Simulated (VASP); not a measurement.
# Ta (Im-3m) in VASP: a series of runs

The runs below take Ta through relaxation of cell and atoms, with PBE.

All numbers are computed with VASP 6.6.1; they aren't measurements. Logs are shortened: lines on timing, memory, paths and dates and some standing lists are left out, and cuts for length are marked.

## Step 1: The crystal as given

Symmetry: Im-3m, No. 229, cubic system. The conventional cell has a = 3.303 Å, b = 3.303 Å, c = 3.303 Å, α = 90.00°, β = 90.00°, γ = 90.00°. Ta (site symmetry m-3m) has 8 Ta at 2.86 Å as nearest neighbours.

## Step 2: Relaxation of cell and atoms, PBE

Input file INCAR:

```
PREC = Accurate
ENCUT = 600
EDIFF = 1E-6
ISMEAR = 1
SIGMA = 0.1
LREAL = F
LASPH = T
NELM = 80
ALGO = Normal
ISIF = 3
LWAVE = F
LCHARG = F
GGA = PE
IBRION = 2
NSW = 90
EDIFFG = -0.01
```

Input file KPOINTS:

```
Automatic mesh
0
Gamma
  16 16 16
```

Input file POSCAR:

```
Ta
1.0
   -1.6512800000      1.6512800000      1.6512800000
    1.6512800000     -1.6512800000      1.6512800000
    1.6512800000      1.6512800000     -1.6512800000
Ta
1
Direct
    0.0000000000      0.0000000000      0.0000000000
```

Potentials or basis: VASP PAW PBE potentials, release 64 (Ta_pv).

Started as:

```sh
> cat potpaw_PBE.64/Ta_pv/POTCAR > POTCAR
> mpirun -np 1 vasp_std > vasp.out
```

OUTCAR:

```text
PREC = Accurate
   ENCUT = 600
   EDIFF = 1E-6
   ISMEAR = 1
   LREAL = F
   LASPH = T
   NELM = 80
   ISIF = 3
   GGA = PE
   IBRION = 2
   NSW = 90
   EDIFFG = -0.01

 ion  position               nearest neighbor table
   1  0.000  0.000  0.000-

  LATTYP: Found a body centered cubic cell.
 ALAT       =     3.3025600000

  Lattice vectors:

 A1 = (  -1.6512800000,   1.6512800000,   1.6512800000)
 A2 = (   1.6512800000,  -1.6512800000,   1.6512800000)
 A3 = (   1.6512800000,   1.6512800000,  -1.6512800000)

Analysis of symmetry for initial positions (statically):
=====================================================================
 Subroutine PRICEL returns:
 Original cell was already a primitive cell.

 Routine SETGRP: Setting up the symmetry group for a
 body centered cubic supercell.

 Subroutine GETGRP returns: Found 48 space group operations
 (whereof 48 operations were pure point group operations)
 out of a pool of 48 trial point group operations.

The static configuration has the point symmetry O_h .

Analysis of symmetry for dynamics (positions and initial velocities):
=====================================================================
 Subroutine PRICEL returns:
 Original cell was already a primitive cell.

 Routine SETGRP: Setting up the symmetry group for a
 body centered cubic supercell.

 Subroutine GETGRP returns: Found 48 space group operations
 (whereof 48 operations were pure point group operations)
 out of a pool of 48 trial point group operations.

The dynamic configuration has the point symmetry O_h .

 Subroutine INISYM returns: Found 48 space group operations
 (whereof 48 operations are pure point group operations),
 and found     1 'primitive' translations

----------------------------------------------------------------------------------------

                                     Primitive cell

  volume of cell :      18.0104

  direct lattice vectors                    reciprocal lattice vectors
    -1.651280000  1.651280000  1.651280000     0.000000000  0.302795407  0.302795407
     1.651280000 -1.651280000  1.651280000     0.302795407  0.000000000  0.302795407
     1.651280000  1.651280000 -1.651280000     0.302795407  0.302795407  0.000000000

  length of vectors
     2.860100858  2.860100858  2.860100858     0.428217371  0.428217371  0.428217371

  position of ions in fractional coordinates (direct lattice)
     0.000000000  0.000000000  0.000000000

  ion indices of the primitive-cell ions
   primitive index   ion index
                 1           1

----------------------------------------------------------------------------------------

 KPOINTS: Automatic mesh

Automatic generation of k-mesh.
 Grid dimensions read from file:
 generate k-points for:   16   16   16

 Generating k-lattice:

  Cartesian coordinates                     Fractional coordinates (reciprocal lattice)
     0.000000000  0.018924713  0.018924713     0.062500000  0.000000000  0.000000000
     0.018924713  0.000000000  0.018924713     0.000000000  0.062500000  0.000000000
     0.018924713  0.018924713  0.000000000     0.000000000  0.000000000  0.062500000

  Length of vectors
     0.026763586  0.026763586  0.026763586

  Shift w.r.t. Gamma in fractional coordinates (k-lattice)
     0.000000000  0.000000000  0.000000000

 Subroutine IBZKPT returns following result:
 ===========================================

 Found    145 irreducible k-points:

 Following reciprocal coordinates:
            Coordinates               Weight
  0.000000  0.000000  0.000000      1.000000
  0.062500  0.000000  0.000000     12.000000
  0.125000  0.000000  0.000000     12.000000
  0.187500  0.000000  0.000000     12.000000
  0.250000  0.000000  0.000000     12.000000
  0.312500  0.000000  0.000000     12.000000
[... 16 lines left out ...]
  0.187500  0.187500  0.000000     24.000000
  0.250000  0.187500  0.000000     48.000000
 [... further k-points ...]
   k-points           NKPTS =    145   k-points in BZ     NKDIM =    145   number of bands    NBANDS=      9
   number of dos      NEDOS =    301   number of ions     NIONS =      1
   total plane-waves  NPLWV =  13824
   dimension x,y,z NGX =    24 NGY =   24 NGZ =   24
   dimension x,y,z NGXF=    48 NGYF=   48 NGZF=   48
   ions per type =               1
   NGX,Y,Z   is equivalent  to a cutoff of  13.95, 13.95, 13.95 a.u.
   NGXF,Y,Z  is equivalent  to a cutoff of  27.90, 27.90, 27.90 a.u.
 SYSTEM =  unknown system
   PREC   = accura    normal or accurate (medium, high low for compatibility)
   ISTART =      0    job   : 0-new  1-cont  2-samecut
   ICHARG =      2    charge: 1-file 2-atom 10-const
   ISPIN  =      1    spin polarized calculation?
   LNONCOLLINEAR =      F non collinear calculations
   LSORBIT =      F    spin-orbit coupling
   LASPH  =      T    aspherical Exc in radial PAW
   ENCUT  =  600.0 eV  44.10 Ry    6.64 a.u.   5.71  5.71  5.71*2*pi/ulx,y,z
   NELM   =     80;   NELMIN=  2; NELMDL= -5     # of ELM steps
   EDIFF  = 0.1E-05   stopping-criterion for ELM
   LREAL  =      F    real-space projection
   EDIFFG = -.1E-01   stopping-criterion for IOM
   NSW    =     90    number of steps for IOM
   IBRION =      2    ionic relax: 0-MD 1-quasi-New 2-CG
   NFREE  =      1    steps in history (QN), initial steepest desc. (CG)
   ISIF   =      3    stress and relaxation
   ISYM   =      2    0-nonsym 1-usesym 2-fastsym
   POTIM  = 0.5000    time-step for ionic-motion
   TEBEG  =    0.0;   TEEND  =   0.0 temperature during run
   PSTRESS=    0.0 pullay stress
   NELECT =      11.0000    total number of electrons
   NUPDOWN=      -1.0000    fix difference up-down
   EMIN   =  10.00;   EMAX   =-10.00  energy-range for DOS
   EFERMI =   0.00;   METHOD = LEGACY
   ISMEAR =     1;   SIGMA  =   0.10  broadening in eV -4-tet -1-fermi 0-gaus
   EFERMI_NEDOS =   21; number of points for ismear=-14 and -15
   IALGO  =     38    algorithm
   IMIX   =      4    mixing-type and parameters
     AMIX     =   0.40;   BMIX     =  1.00
     AMIX_MAG =   1.60;   BMIX_MAG =  1.00
  volume/ion in A,a.u.               =      18.01       121.54
  Fermi-wavevector in a.u.,A,eV,Ry     =   1.388988  2.624806 26.249534  1.929286
  Thomas-Fermi vector in A             =   2.513061
   LORBIT       =      0    0 simple, 1 ext, 2 COOP (PROOUT), +10 PAW based schemes
   GGA     = PE    functional components
   LHFCALC =     F    Hartree Fock is set to
   AEXX    =    0.0000 exact exchange contribution
   IVDW    =     0    specifies the selected vdW correction
   LEPSILON=     F    determine dielectric tensor
   LRPA    =     F    only Hartree local field effects (RPA)
 conjugate gradient relaxation of ions
 non-spin polarized calculation
 Methfessel and Paxton  Order N= 1 SIGMA  =   0.10
  energy-cutoff  :      600.00
  volume of cell :       18.01
 maximum number of plane-waves:       616
   NGX = 11   NGY = 11   NGZ = 11

--------------------------------------- Ionic step        1  -------------------------------------------

 number of electron      11.0000002 magnetization

 Free energy of the ion-electron system (eV)
  ---------------------------------------------------
  ext. energy  EPLUGINS =         0.00000000
  ---------------------------------------------------
  free energy    TOTEN  =       -11.80600336 eV

  energy without entropy =      -11.80564443  energy(sigma->0) =      -11.80588372

------------------------ aborting loop because EDIFF is reached ----------------------------------------

  FORCE on cell =-STRESS in cart. coord.  units (eV):
  Direction    XX          YY          ZZ          XY          YZ          ZX
  --------------------------------------------------------------------------------------
  -------------------------------------------------------------------------------------
  Total        0.3832369      0.3832369      0.3832369     -0.0000000     -0.0000000      0.0000000
  in kB       34.0922581     34.0922581     34.0922581     -0.0000000     -0.0000000      0.0000000
  external PRESSURE =      34.0922581 kB  Pullay stress =       0.0000000 kB
[... 55 lines left out ...]
  energy  without entropy=      -11.7925319467  energy(sigma->0) =      -11.79315523

--------------------------------------- Ionic step        3  -------------------------------------------

 number of electron      11.0000000 magnetization

 Free energy of the ion-electron system (eV)
  ---------------------------------------------------
  ext. energy  EPLUGINS =         0.00000000
  ---------------------------------------------------
  free energy    TOTEN  =       -11.80921979 eV

  energy without entropy =      -11.80894547  energy(sigma->0) =      -11.80912835

 E-fermi :   5.3276     XC(G=0): -12.5324

 val. band max:        5.3072165167   @ k =   0.3125   0.0625   0.0625
 cond. band min:       5.3340600404   @ k =  -0.1875   0.2500   0.1250
 fundamental gap:      0.0268435237
 Fermi energy:         5.3275892338

 k-point     1 :       0.0000    0.0000    0.0000
  band No.  band energies     occupation
      1     -27.7980      2.00000
      2     -27.7980      2.00000
      3     -27.7980      2.00000
      4      -2.5013      2.00000
      5       6.0791     -0.00000
      6       6.0791     -0.00000
      7       6.0791     -0.00000
      8       9.2926      0.00000
      9       9.2926      0.00000
[... 265 lines left out ...]
 k-point    24 :       0.2500    0.1875    0.0000
  band No.  band energies     occupation
      1     -28.6707      2.00000
      2     -28.1595      2.00000
      3     -27.8936      2.00000
      4       1.6795      2.00000
      5       4.1265      2.00000
      6       4.7525      2.00000
      7       8.6489      0.00000
      8      10.1065      0.00000
      9      11.9518      0.00000

 [... further k-points ...]

------------------------ aborting loop because EDIFF is reached ----------------------------------------

  FORCE on cell =-STRESS in cart. coord.  units (eV):
  Direction    XX          YY          ZZ          XY          YZ          ZX
  --------------------------------------------------------------------------------------
  -------------------------------------------------------------------------------------
  Total       -0.0027862     -0.0027862     -0.0027862     -0.0000000      0.0000000     -0.0000000
  in kB       -0.2436554     -0.2436554     -0.2436554     -0.0000000      0.0000000     -0.0000000
  external PRESSURE =      -0.2436554 kB  Pullay stress =       0.0000000 kB
[... 16 lines left out ...]
  FREE ENERGIE OF THE ION-ELECTRON SYSTEM (eV)
  ---------------------------------------------------
  free  energy   TOTEN  =       -11.8092197879 eV

  energy  without entropy=      -11.8089454677  energy(sigma->0) =      -11.80912835

 reached required accuracy - stopping structural energy minimisation
```

Wall time 25 s (1 thread of Intel Xeon Platinum 8559C (Emerald Rapids), shared host); peak memory 0.17 GiB.

Results:

```yaml
Free_energy: -11.8092 eV
Relaxed_volume: 18.32 Å³/atom
Relaxed_cell: a = 2.876 Å, b = 2.876 Å, c = 2.876 Å, α = 109.47°, β = 109.47°, γ = 109.47°
Space_group_after_relaxing_to_0.05_Å: Im-3m (No. 229)
Energy_gained_by_relaxing: 3.2 meV/atom
Ionic_steps: 3
Pressure_after_relaxing: 0.0 GPa
Band_gap_on_the_k_mesh: none (metal or under the smearing width)
```

Step by step:
```
step  energy change (eV)  largest force (eV/Å)  pressure (GPa)  volume (Å³)
   1              0.0000                0.0000            3.41        18.01
   2              0.0125                0.0000           -6.87        19.03
   3             -0.0032                0.0000           -0.02        18.32
```

Final structure:
```cif
data_structure
_symmetry_space_group_name_H-M 'P 1'
_symmetry_Int_Tables_number 1
_cell_length_a 2.8765
_cell_length_b 2.8765
_cell_length_c 2.8765
_cell_angle_alpha 109.471
_cell_angle_beta 109.471
_cell_angle_gamma 109.471
_cell_volume 18.32
loop_
_atom_site_label
_atom_site_type_symbol
_atom_site_fract_x
_atom_site_fract_y
_atom_site_fract_z
_atom_site_occupancy
Ta1 Ta 0.00000 0.00000 0.00000 1
```

Spin-orbit coupling is left out, which matters for the levels of Ta. Zero-point motion and thermal expansion aren't in these numbers.

## Step 3: Relaxation of cell and atoms, PBE

This run uses another cell than the first one, of 18.32 Å³/atom, 1.017 times its volume.

Changes to INCAR since step 2:

```diff
@@ -2,3 +2,3 @@
 ENCUT = 600
-EDIFF = 1E-6
+EDIFF = 1E-7
 ISMEAR = 1
@@ -15,2 +15,2 @@
 NSW = 90
-EDIFFG = -0.01
+EDIFFG = -0.005
```

KPOINTS is that of step 2.

Input file POSCAR:

```
Ta                                      
1.0
   -1.6607226838      1.6607226838      1.6607226838
    1.6607226838     -1.6607226838      1.6607226838
    1.6607226838      1.6607226838     -1.6607226838
  Ta            
     1
Direct
     0.0000000000000000    0.0000000000000000    0.0000000000000000
```

Potentials or basis: VASP PAW PBE potentials, release 64 (Ta_pv).

Started as:

```sh
> cat potpaw_PBE.64/Ta_pv/POTCAR > POTCAR
> mpirun -np 1 vasp_std > vasp.out
```

Run time: 16 s. Hardware: 1 thread of Intel Xeon Platinum 8559C (Emerald Rapids), shared host; peak memory 0.16 GiB.

Results (log left out):

- Free energy: -11.8093 eV
- Pressure after relaxing: 0.0 GPa
- Band gap on the k mesh: none (metal or under the smearing width)

Final structure:
```cif
data_structure
_symmetry_space_group_name_H-M 'P 1'
_symmetry_Int_Tables_number 1
_cell_length_a 2.8765
_cell_length_b 2.8765
_cell_length_c 2.8765
_cell_angle_alpha 109.471
_cell_angle_beta 109.471
_cell_angle_gamma 109.471
_cell_volume 18.32
loop_
_atom_site_label
_atom_site_type_symbol
_atom_site_fract_x
_atom_site_fract_y
_atom_site_fract_z
_atom_site_occupancy
Ta1 Ta 0.00000 0.00000 0.00000 1
```

Levels at points of the mesh, in eV from the Fermi level:
```csv
k point,band 1,band 2,band 3,band 4,band 5,band 6,band 7,band 8,band 9
"(0.00, 0.00, 0.00)",-33.13,-33.13,-33.13,-7.83,0.75,0.75,0.75,3.96,3.96
"(0.50, 0.00, 0.00)",-34.23,-33.49,-33.13,-4.28,-1.47,1.53,3.84,4.84,7.65
"(0.50, 0.50, 0.50)",-33.90,-33.90,-33.90,-3.68,-3.68,6.71,6.71,6.71,8.52
```

Caveat: the relaxation stopped at its first step, so nothing moved.

## Step 4: Relaxation of cell and atoms, PBE

Input file INCAR:

```
PREC = Accurate ; ENCUT = 300
EDIFF = 1E-6 ; ISMEAR = 1
SIGMA = 0.1 ; LREAL = False
LASPH = True ; NELM = 80
ALGO = Normal ; ISIF = 3
LWAVE = False ; LCHARG = False
GGA = PE ; IBRION = 2
NSW = 90 ; EDIFFG = -0.01
```

Input file KPOINTS:

```
regular mesh
0
Gamma
  8 8 8
```

Input file POSCAR:

```
Ta
1.0
   -1.6512800000      1.6512800000      1.6512800000
    1.6512800000     -1.6512800000      1.6512800000
    1.6512800000      1.6512800000     -1.6512800000
Ta
1
Direct
    0.0000000000      0.0000000000      0.0000000000
```

Potentials or basis: VASP PAW PBE potentials, release 64 (Ta).

Started as:

```sh
> cat potpaw_PBE.64/Ta/POTCAR > POTCAR
> mpirun -np 1 vasp_std > vasp.out
```

It used 2.5 s of CPU time on 1 thread of Intel(R) Xeon(R) Platinum 8559C (Emerald Rapids), with other jobs on the host, which was overloaded at the time.

The run converged. Its results:

| Item | Value |
| --- | --- |
| Free energy | -11.8836 eV |
| Relaxed volume | 17.90 Å³/atom |
| Relaxed cell | a = 2.854 Å, b = 2.854 Å, c = 2.854 Å, α = 109.47°, β = 109.47°, γ = 109.47° |
| Space group after relaxing (to 0.05 Å) | Im-3m (No. 229) |
| Energy gained by relaxing | 0.4 meV/atom |
| Ionic steps | 3 |
| Pressure after relaxing | 0.0 GPa |
| Band gap on the k mesh | none (metal or under the smearing width) |

Step by step:
| step | energy change (eV) | largest force (eV/Å) | pressure (GPa) | volume (Å³) |
| --- | --- | --- | --- | --- |
| 1 | 0.0000 | 0.0000 | -1.25 | 18.01 |
| 2 | 0.0020 | 0.0000 | 3.13 | 17.65 |
| 3 | -0.0004 | 0.0000 | 0.01 | 17.90 |

Final structure:
```yaml
crystal:
  lattice:
    - [-1.64797, 1.64797, 1.64797]
    - [1.64797, -1.64797, 1.64797]
    - [1.64797, 1.64797, -1.64797]
  atoms:
    - { symbol: Ta, position: [0.00000, 0.00000, 0.00000] }
```

Levels at points of the mesh, in eV from the Fermi level:
| k point | band 1 | band 2 | band 3 | band 4 | band 5 | band 6 |
| --- | --- | --- | --- | --- | --- | --- |
| (0.00, 0.00, 0.00) | -7.95 | 0.73 | 0.73 | 0.73 | 4.02 | 4.02 |
| (0.50, 0.00, 0.00) | -4.41 | -1.56 | 1.60 | 3.91 | 4.94 | 7.85 |
| (0.50, 0.50, 0.50) | -3.85 | -3.85 | 6.88 | 6.88 | 6.88 | 8.66 |
